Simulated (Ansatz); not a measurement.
# InSb under pressure: fit and missing row

InSb, F-43m, a = 6.633 Å. Ansatz: PBE, PAW, 420 eV, Γ-centred 12×12×12 mesh on 2 atoms, Gaussian smearing 0.10 eV; no spin polarisation. Cell and atoms are relaxed at each pressure, and no other structure is tried; the real crystal is known to change phase within this range, so the rows at high pressure are metastable.

```
V (Å³/atom) P (GPa)
          ?    40.08
     27.638    20.01
     30.584     9.99
     32.864     5.00
     34.817     1.96
     36.482     0.03
     38.934    -2.01
```

Q: Take V0 = 36.482 Å³/atom, count pressures from its P0 = 0.03 GPa, fit the third-order Birch–Murnaghan form to the other rows, and predict the missing volume.

A: With the Eulerian strain f = ½[(V0/V)^(2/3) − 1] and y = (P − P0)/[3f(1 + 2f)^(5/2)], the form is the line y = B0 + 1.5 B0 (B0′ − 4) f. Rows (f, y): 0.10166, 41.2; 0.06238, 39.7; 0.03605, 38.6; 0.01582, 37.6; -0.02122, 35.7. Means f = 0.03894, y = 38.560; Σ(Δf)² = 0.008645, ΣΔfΔy = 0.3864; the slope is their ratio. y = 36.82 + 44.70 f GPa, so B0 = 36.8 GPa and B0′ = 4 + 2 × (44.70)/(3 × 36.82) = 4.81. P = 40.08 GPa is met at f = 0.15521 (y = 43.76), so V = V0 (1 + 2f)^(−3/2) = 24.320 Å³/atom. The run gave 24.243 Å³/atom, so the fit is 0.077 Å³/atom too high, 0.52 % of the span of the series, against an rms of 0.011 Å³/atom on the fitted rows. The row lies outside the fitted range. The points of y bend away from a line: a fourth-order term fitted to them gives P = 39.81 GPa at this row's volume (the line 40.71, the run 40.08).

InSb stiffens steadily on compression, with B0′ = 4.81. In zinc blende the atoms sit on sites fixed by symmetry, so hydrostatic pressure can't be taken up by bending bond angles. It must shorten every In–Sb bond, against a repulsion between overlapping shells that rises steeply with decreasing distance. The modulus of 36.8 GPa is clearly below experiment and the lattice constant above it, as expected from PBE's underbinding of heavy-element semiconductors.

The third-order line makes the strongly compressed crystal too stiff, and so overestimates its volume. The fourth-order term corrects the pressure in the right direction but overshoots slightly, leaving a smaller error of opposite sign. This suggests that the miss comes mainly from truncating the strain expansion, not from an abrupt change in bonding, and B0′ is therefore partly a property of the fitted range. A smooth pressure–volume curve tests only uniform compression, so it can't show whether the compressed lattice withstands shear or has stable phonons.
